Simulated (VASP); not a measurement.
The system is Cu.

```
CELL_PARAMETERS angstrom
-1.43419 1.43419 1.43419
1.43419 -1.43419 1.43419
1.43419 1.43419 -1.43419
ATOMIC_POSITIONS crystal
Cu 0.00000 0.00000 0.00000
```

This isn't the form of Cu at room conditions, which is fcc.

* Program: VASP 6.6.1
* Task: relaxation of cell and atoms
* Functional: PBE
* Potentials or basis: VASP PAW PBE potentials, release 64 (Cu)
* Cutoff: 600 eV
* k mesh: 20 × 20 × 20
* Occupations: gaussian, width 0.1 eV
* Spin: no spin polarisation

At the start: pressure 3.1 GPa; volume 11.80 Å³/atom.

Problem. Where does the relaxation end?

Solution. Over 3 steps the energy falls by 2.4 meV/atom and the volume is 12.06 Å³/atom (+2.2 %); space group Im-3m (No. 229, to 0.05 Å).

The path:
```
step  energy change (eV)  largest force (eV/Å)  pressure (GPa)  volume (Å³)
   1              0.0000                0.0000            3.10        11.80
   2             -0.0018                0.0000           -1.47        12.19
   3             -0.0024                0.0000            0.02        12.06
```

Final structure:
```
Cu
1.0
    -1.44456    1.44456    1.44456
     1.44456   -1.44456    1.44456
     1.44456    1.44456   -1.44456
Cu
1
Direct
  0.00000 0.00000 0.00000
```
